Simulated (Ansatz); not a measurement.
The system is NbP.

```xyz
4
Lattice="-1.6749 1.6749 5.7401 1.6749 -1.6749 5.7401 1.6749 1.6749 -5.7401" Properties=species:S:1:pos:R:3 pbc="T T T"
Nb    1.6749    0.0000    2.8687
Nb    0.0000    0.0000    5.7387
P     0.0000    1.6749    3.8200
P     0.0000    0.0000    0.9500
```

The cell is a database's computed one.

Base run:

| Property | Result |
| --- | --- |
| Program | Ansatz 0.2.0 |
| Functional | LDA |
| Potentials or basis | all-electron LAPW, scalar-relativistic |
| Cutoff | 207 eV |
| Density cutoff | 830 eV |
| Basis error allowed | 0.002 eV/atom |
| k mesh | 11 × 11 × 11 |
| Occupations | fermi-dirac, width 0.05 eV |
| Spin | no spin polarisation |

Its results: pressure -9.3 GPa; largest force 0.015 eV/Å.

**Question.** After a change of settings the same cell gave: pressure -1.1 GPa; largest force 0.016 eV/Å. Which change was it?
A. functional from LDA to PBE
B. functional from LDA to PBEsol
C. functional from LDA to PBEsol; potentials or basis from all-electron LAPW, scalar-relativistic to all-electron LAPW, non-relativistic
D. functional from LDA to PBEsol; hubbard terms from none to Nb d U = 4 eV

**Answer.** A.

PBE binds less tightly than LDA, so the same cell stands under more pressure.

Not every run made on this cell is shown here.
